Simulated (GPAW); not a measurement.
# PbS (Galena) in GPAW: the effect of strain hydrostatic

PbS (Galena):

```
Pb S
1.0
     0.00000    2.84712    2.84712
     2.84712    0.00000    2.84712
     2.84712    2.84712    0.00000
Pb S
1 1
Direct
  0.00000 0.00000 0.00000
  0.50000 0.50000 0.50000
```

Alike in all runs:

- Program: GPAW 26.7.0
- Task: band structure
- Functional: PBEsol
- Potentials or basis: PAW data sets generated in the run's folder for this functional
- Cutoff: 600 eV
- Basis: pw
- k mesh: 8 × 8 × 8
- Occupations: fermi-dirac, width 0.05 eV
- Spin: no spin polarisation
- Maxiter: 150
- Band path: GXWKGLUWLK,UX
- Band points: 60

| strain hydrostatic | gap on the mesh (eV) | pressure (GPa) |
| --- | --- | --- |
| -0.04 | ? | ? |
| -0.02 | 0.05 | 2.6 |
| -0.01 | 0.08 | 0.6 |
| 0 | 0.20 | -1.1 |
| 0.01 | 0.31 | -2.6 |
| 0.02 | 0.41 | -4.0 |
| 0.04 | 0.57 | -6.1 |

**Question.** What does the run with strain hydrostatic -0.04 give?

**Answer.** gap on the mesh 0.34 eV; pressure 7.5 GPa.

Worked out: A parabola through the other rows of the gap on the mesh, of slope 8.86 eV per unit of strain hydrostatic there, extrapolates to -0.15 eV, against the run's 0.34. A parabola through the other rows of the pressure, of slope -242 GPa per unit of strain hydrostatic there, extrapolates to 7.0 GPa, against the run's 7.5.

Caveats: the density grid can change from cell to cell, which puts small steps into energies and stress; spin-orbit coupling is left out, which as a rule narrows the gap of such compounds by several tenths of an eV; the mesh misses the band edges, which the band path finds closer together (some runs).
